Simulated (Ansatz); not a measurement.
**Si + C → SiC: energy for one SiC from the elemental crystals**

SiC (F-43m), 4×4×4 mesh:

```
Si C
1.0
     0.00000    2.17900    2.17900
     2.17900    0.00000    2.17900
     2.17900    2.17900    0.00000
Si C
1 1
Direct
  0.00000 0.00000 0.00000
  0.25000 0.25000 0.25000
```

Si (Fd-3m), 4×4×4 mesh:

```
Si
1.0
     0.00000    2.71550    2.71550
     2.71550    0.00000    2.71550
     2.71550    2.71550    0.00000
Si
2
Cartesian
  0.0000 0.0000 0.0000
  1.3578 1.3578 1.3578
```

C (Fd-3m), 4×4×4 mesh:

```
CELL_PARAMETERS angstrom
0.00000 1.78350 1.78350
1.78350 0.00000 1.78350
1.78350 1.78350 0.00000
ATOMIC_POSITIONS crystal
C 0.00000 0.00000 0.00000
C 0.25000 0.25000 0.25000
```

RPA total energy on PBE orbitals, soft PAW set, first generation (Ansatz); wave cutoff 800 eV, correlation extrapolated to infinite response cutoff from cutoffs up to 280 eV, long-wavelength term: neglected.

PBE gives -0.58 eV.

(1) What does RPA give, and how does it split?

Results:

(1) -0.69 eV: exact exchange -0.75 eV and correlation +0.06 eV. The meshes are coarse, which can move each part by tenths of an eV, so these aren't converged reaction energies.

Soft PAW datasets can recover too little correlation energy, by a few per cent up to a quarter and more. This ran on a trial build of the method.
